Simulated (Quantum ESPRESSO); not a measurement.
Crystal: ZrSe2.

```
CELL_PARAMETERS angstrom
3.79800 0.00000 0.00000
-1.89900 3.28916 0.00000
0.00000 0.00000 6.19200
ATOMIC_POSITIONS crystal
Zr 0.00000 0.00000 0.00000
Se 0.66667 0.33333 0.75000
Se 0.33333 0.66667 0.25000
```

| Property | Result |
| --- | --- |
| Program | Quantum ESPRESSO 7.5 |
| Task | single point |
| Functional | PBE |
| Potentials or basis | SSSP 1.3 efficiency PBE |
| Cutoff | 748 eV |
| Density cutoff | 5987 eV |
| k mesh | 8 × 8 × 5 |
| Occupations | fermi-dirac, width 0.05 eV |
| Spin | no spin polarisation |

On this cell: pressure 1.9 GPa; largest force 0.286 eV/Å; band gap on the k mesh 0.41 eV, indirect (least direct gap 1.05 eV).

The same run follows on a disturbed copy (atoms moved at random, drawn with an rms of 0.05 Å):

```
CELL_PARAMETERS angstrom
3.79800 0.00000 0.00000
-1.89900 3.28916 0.00000
0.00000 0.00000 6.19200
ATOMIC_POSITIONS crystal
Zr 0.00943 0.99966 0.99984
Se 0.66955 0.32722 0.74845
Se 0.33833 0.67539 0.25180
```

What changes?

The energy moves by +0.1 meV/atom; pressure 1.5 GPa; largest force 0.260 eV/Å; band gap on the k mesh 0.35 eV, indirect (least direct gap 1.03 eV).

Forces on the atoms (eV/Å):
```
Zr  -0.068  0.014  0.011
Se  -0.031  0.142 -0.194
Se   0.099 -0.156  0.183
```

Stress tensor (GPa, compression positive):
```
 1.29 -0.14  0.41
-0.14  0.62 -0.93
 0.41 -0.93  2.51
```

Caveats: an odd mesh through Γ misses points on the zone boundary, where band edges often lie; this functional lacks dispersion, which binds the layers, so the pressure and a relaxed spacing across them are unreliable (some runs).
